## Stretched SnO₂ and a slip in its pressure curve

In the largest cell of the table, at 13.597 Å³/atom, the pressure of rutile SnO₂ is −11.11 GPa. The value looks harmless, but it breaks the pattern of the rows above it. Each row lengthens every edge by about one percent, and each time the pressure falls by a little less than before. The last drop is about 0.1 GPa too small to continue that pattern. To see why, we must first know why the drops shrink at all.

Rutile SnO₂ computed with Ansatz 0.2.0 using spin-unpolarised PBE, plane waves and PAW, with a 420 eV cutoff, a 6×6×8 k mesh and Fermi–Dirac smearing of 0.02 eV. The cells are scaled uniformly from the r2SCAN cell, with atomic positions relaxed in r2SCAN. Pressure and stress are positive in compression.

| volume (Å³/atom) | c/a | shortest distance (Å) | pressure (GPa) | stress xx (GPa) | stress zz (GPa) |
| --- | --- | --- | --- | --- | --- |
| 10.694 | 0.6722 | 1.962 | 42.60 | 39.70 | 48.42 |
| 11.032 | 0.6722 | 1.986 | 31.95 | 29.68 | 36.50 |
| 11.376 | 0.6722 | 2.010 | 22.68 | 21.01 | 26.03 |
| 11.728 | 0.6722 | 2.035 | 14.65 | 13.54 | 16.85 |
| 12.087 | 0.6722 | 2.059 | 7.72 | 7.15 | 8.84 |
| 12.454 | 0.6722 | 2.083 | 1.77 | 1.72 | 1.86 |
| 12.827 | 0.6722 | 2.100 | -3.30 | -2.84 | -4.22 |
| 13.208 | 0.6722 | 2.117 | -7.60 | -6.65 | -9.51 |
| 13.597 | 0.6722 | 2.133 | -11.11 | -9.70 | -13.93 |

Pressure counts as positive when the cell pushes outward and negative when it pulls inward. Two rough figures are worth remembering. Near zero pressure, one percent in every edge changes the pressure by about 5 GPa; at the compressed end the same percent costs about twice as much. The crystal softens as it grows, and this softening is the main trend of the table.

### Why the crystal softens

Two forces compete in the cell. Attraction between the tin and oxygen ions, helped by covalent bonding, pulls the crystal together and changes slowly with distance. Repulsion between overlapping electron shells pushes it apart and dies off much faster. Expansion therefore removes repulsion sooner than attraction, so the pressure falls through zero and becomes a pull. The stiffness comes mostly from the steep repulsion, and it fades along with it.

A simple model puts this into a formula. Let the energy be a repulsion proportional to 1/rⁿ minus an attraction proportional to 1/r, where r is a typical distance between ions. The volume V grows as r³, and the pressure P is minus the slope of energy against volume. This gives

P = A [(V₀/V)^(1 + n/3) − (V₀/V)^(4/3)],

where V₀ is the volume at zero pressure and A sets the scale.

The bulk modulus is the pressure gained per fractional loss of volume. In this model, near V₀, it rises with pressure at a rate equal to the sum of the two exponents, (n + 7)/3. A fit to the eight rows up to 13.208 Å³/atom gives n of about 7.5, hence a rate close to 5. Each added GPa of pressure thus stiffens the crystal by about 5 GPa, and a steeper repulsion would make it stiffen faster.

The fitted curve follows those eight rows to about 0.03 GPa. The Birch–Murnaghan equation, a standard form that assumes no particular forces, does equally well and gives the same bulk modulus at zero pressure, 176 GPa. The good fit therefore confirms the softening, but it does not prove that the bonding is ionic. The picture of repulsion and attraction rests on general theory, and n should not be read as a property of the ions.

### An estimate for the unstrained cell

The row at 12.087 Å³/atom shows how to use these numbers. Its cell was optimised with another density functional, r2SCAN, yet PBE finds it under 7.7 GPa. No load has been applied: PBE simply prefers a cell about 4 % larger in volume.

The pressure can be estimated from that 4 % and the fitted modulus. Halfway between this cell and the PBE zero, the pressure is roughly 4 GPa, so the modulus there is about 176 + 5 × 4 = 196 GPa. Multiplying by 0.04 gives 7.8 GPa, close to the computed value. This row was part of the fit, so the agreement shows that the rule is consistent rather than that it predicts.

### What happens in the last row

The smooth softening now serves as a baseline for the largest cell. The drops in pressure had been shrinking from row to row, most recently by 0.88 and then by 0.77 GPa. Continuing in the same way, the next reduction should be near 0.67 GPa, but it is 0.79 GPa. The pressure therefore ends about 0.12 GPa higher than the pattern suggests.

The electrons offer a reason. The band gap of the same calculations lies at Γ, the centre of the Brillouin zone, and it shrinks from 2.56 eV in the smallest cell to 0.20 eV at 13.208 Å³/atom. The lowest conduction state is antibonding between tin s and oxygen orbitals, so it sinks relative to the valence states as the bonds lengthen. Extended by one more row, the gap at Γ becomes about −0.05 eV. The last run supports this crossing. On its k mesh the two levels stay 0.05 eV apart, yet close to Γ, between the mesh points, the bands touch, which they would not do if the gap at Γ were still open. The two states have changed order, and electrons move into the former conduction state.

Such electrons push outward, because the state they enter sinks, relative to the one they left, as the cell grows. The size of the push is the number of electrons moved times the fall of the gap per unit of cell volume. Between the last two rows the gap falls by 0.25 eV while the six-atom cell grows by 6 × 0.389 = 2.33 Å³, which makes 0.11 eV/Å³.

The number of electrons follows from the k mesh. Γ is one of 6 × 6 × 8 = 288 points, and its state holds two electrons when full. With the two levels 0.05 eV apart, the Fermi level taken midway between them and the smearing as listed, it is about 77 % filled, so 2 × 0.77/288 = 0.0053 electrons have moved. The product is 0.0006 eV/Å³, or about 0.09 GPa.

This estimate has the right sign and nearly the size of the slip. The last row was left out of both fits because its electrons are arranged differently, but the fitted curves are a poorer test. They miss it by 0.23 and 0.26 GPa, so the moved electrons explain less than half of that. Both curves already run slightly low in the row before, which suggests that they extrapolate badly; how much of the miss this accounts for is not settled.

The slip is probably not a property of the material. The band edges found near Γ suggest that the region where the states have really crossed fills only one or two hundredths of the zone volume that this one mesh point represents. A denser mesh should therefore remove most of the extra push, though no such run is available to confirm it. The closure itself is also doubtful, because PBE gives SnO₂ a gap far below the measured one, which is roughly 3.6 eV.

### Why the stresses differ along the axes

The pressure is an average over directions, and the directions do not behave alike. In the smallest cell the stress along c (zz) is 48.4 GPa, against 39.7 GPa along a and b (xx and yy). Over the whole table the stress along c changes about 1.26 times as much as the other two. All three nevertheless vanish at nearly the same volume, close to 12.6 Å³/atom.

The rutile structure suggests the cause. Along c the SnO₆ octahedra share edges and form straight chains, so shortening this axis presses tin ions directly towards each other. Across the chains the octahedra meet only at corners, where the angles can give way. The table shows the unequal stiffness; that the chains cause it is an argument from the structure.

This matters when the numbers are used for a real load. The ratio c/a is held fixed, so the cells are not those of a crystal under uniform pressure. A crystal free to change shape would shorten c less than a and would yield slightly more easily. The modulus of 176 GPa is therefore an upper estimate within PBE.

### A bend in the shortest bond

One other irregularity lies in the structure itself. Up to 12.454 Å³/atom the shortest Sn–O distance grows by about 0.024 Å per row, a little faster than the cell edges in proportion. Beyond that row it grows by only about 0.017 Å, more slowly than the edges.

Each tin atom in rutile has two bonds of one kind and four of another, and the atoms may shift within the cell as it grows. If one kind stretches faster than the other, the two lengths can cross, and the shortest distance then passes from one kind to the other. The table lists only the shorter length, but the oxygen atoms in rutile have a single free coordinate, so the cell edges and the shorter length also fix the longer one, whichever kind it belongs to. At 12.454 Å³/atom the two lengths come out almost equal, and in every other row they lie further apart. A crossing close to this volume is therefore the natural reading. The pressure shows no matching bend, as expected if both kinds of bond change smoothly and only the label "shortest" moves.

The printed output after this section gives both fits and the estimate for the last row.

Printed output of the fit:

```
fit of pressure on 8 rows (vol < 13.5): coefficient of v**(-4/3) -86.14 +/- 0.099, coefficient of v**(-1-s/3) 95.46 +/- 0.093, s 7.537; rms 0.0329, worst 11.032 -0.0469, leave-one-out rms 0.0816
  rows outside the fit (model, value, miss): 13.597 -11.37, -11.11, -0.264
fit of pressure on 8 rows (vol < 13.5): coefficient of (s/vol)**(7/3) - (s/vol)**(5/3) 264.2 +/- 0.52, coefficient of ((s/vol)**(7/3) - (s/vol)**(5/3))*((s/vol)**(2/3) - 1) 178.5 +/- 5.4, s 12.58; rms 0.0266, worst 11.032 -0.0401, leave-one-out rms 0.067
  rows outside the fit (model, value, miss): 13.597 -11.34, -11.11, -0.225
Steps and misfits:
     row  modulus over the step before (GPa)  change of pressure step (GPa)  stress zz less xx (GPa)  shortest distance over cube root of volume  repulsion-attraction misfit (GPa)  Birch-Murnaghan misfit (GPa)
  10.694                                 n/a                            n/a                     8.72                                      0.8905                            0.03532                       0.03181
  11.032                               342.3                            n/a                     6.82                                      0.8921                           -0.04689                      -0.04006
  11.376                               301.9                           1.38                     5.02                                      0.8937                           -0.02553                      -0.02036
  11.728                               263.5                           1.24                     3.31                                      0.8957                          -0.001507                     -0.002493
  12.087                               229.9                            1.1                     1.69                                      0.8972                            0.03096                        0.0247
  12.454                               198.9                           0.98                     0.14                                      0.8986                            0.03473                        0.0278
  12.827                               171.8                           0.88                    -1.38                                      0.8971                            0.01796                       0.01742
  13.208                               146.9                           0.77                    -2.86                                      0.8956                           -0.04535                      -0.03094
  13.597                               120.9                           0.79                    -4.23                                      0.8937                            -0.2641                       -0.2254
Bulk modulus at zero pressure, repulsion-attraction form (GPa): 176.3
Bulk modulus at zero pressure, Birch-Murnaghan (GPa): 176.1
Pressure derivative of the bulk modulus, Birch-Murnaghan: 4.901
PBE zero-pressure volume above the unstrained r2SCAN cell (percent): 4.068
Last row, computed less repulsion-attraction prediction (GPa): 0.2641
Last row, computed less Birch-Murnaghan prediction (GPa): 0.2254
Estimated extra pressure from the state filled at Gamma (GPa): 0.09307
Gap at Gamma of the last row, extrapolated from the rows before (eV): -0.0528
Pocket volume over the share of one mesh point, order of magnitude: 0.009651
Total change of stress zz over that of stress xx: 1.262
Volume where stress xx vanishes (cubic angstrom per atom): 12.59
Volume where stress zz vanishes (cubic angstrom per atom): 12.57
Largest difference of mean step pressure and energy slope (GPa): 0.2069
```
